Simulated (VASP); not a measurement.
**From an Ansatz input to VASP: HgTe (zincblende)**

Ansatz input

```yaml
crystal:
  lattice:
    - [0.0, 3.2891578873, 3.2891578873]
    - [3.2891578873, 0.0, 3.2891578873]
    - [3.2891578873, 3.2891578873, 0.0]
  atoms:
    - { symbol: Hg, position: [0.0, 0.0, 0.0] }
    - { symbol: Te, position: [0.25, 0.25, 0.25] }
kpoints:
  mp_grid: { grid: [4, 4, 4] }
  band_path:
    path:
      - [0.0, 0.0, 0.0]
      - [0.5, 0.0, 0.5]
      - [0.5, 0.25, 0.75]
      - [0.375, 0.375, 0.75]
      - [0.5, 0.5, 0.5]
      - [0.625, 0.25, 0.625]
    npoints: 1
hamiltonian:
  xc: hse06
scf:
  occupations: { method: fermi_dirac, width: 0.02 }
  n_extra_bands: 4
output:
  forces: true
  stress: true
  eigenvalues: true
```

Task: Which VASP files do the same job?

Result: 

INCAR, step 1 (PBE orbitals to start from)

```
EDIFF = 1E-5
SIGMA = 0.02
ENCUT = 520
ISMEAR = -1
LWAVE = .TRUE.
LCHARG = .FALSE.
LASPH = .TRUE.
PREC = Accurate
NBANDS = 16
GGA = PE
NELM = 120
LREAL = .FALSE.
```

INCAR, step 2

```
LWAVE = .FALSE.
LCHARG = .FALSE.
HFSCREEN = 0.2079
EDIFF = 1E-7
GGA = PE
PRECFOCK = Fast
PREC = Accurate
NSW = 0
ALGO = Normal
LASPH = .TRUE.
NBANDS = 16
AEXX = 0.25
LHFCALC = .TRUE.
ISIF = 2
SIGMA = 0.02
ISTART = 1
ENCUT = 520
LREAL = .FALSE.
ISMEAR = -1
NELM = 120
IBRION = -1
```

KPOINTS

```
KPOINTS created by Atomic Simulation Environment
0
Gamma
4 4 4
0 0 0
```

KPOINTS_OPT

```
special points
6
Reciprocal
0.0000000000 0.0000000000 0.0000000000 1
0.5000000000 0.0000000000 0.5000000000 1
0.5000000000 0.2500000000 0.7500000000 1
0.3750000000 0.3750000000 0.7500000000 1
0.5000000000 0.5000000000 0.5000000000 1
0.6250000000 0.2500000000 0.6250000000 1
```

POSCAR

```
Hg Te
 1.0000000000000000
     0.0000000000000000    3.2891578873062031    3.2891578873062031
     3.2891578873062031    0.0000000000000000    3.2891578873062031
     3.2891578873062031    3.2891578873062031    0.0000000000000000
 Hg  Te
   1   1
Cartesian
  0.0000000000000000  0.0000000000000000  0.0000000000000000
  1.6445789436531015  1.6445789436531015  1.6445789436531015
```

VASP ran with the recommended PBE PAW datasets (18 valence electrons in the cell). Other inputs would serve too.

|  | Ansatz | VASP |
| --- | --- | --- |
| gap between bands v and c | 0.00 eV | 0.00 eV |
| least direct gap | 0.00 eV | 0.00 eV |
| pressure | 0.1 GPa | 0.1 GPa |

Each program uses its own PAW datasets. VASP's cell holds 18 valence electrons and Ansatz's 36. Ansatz's stress includes a Pulay correction; VASP's doesn't.
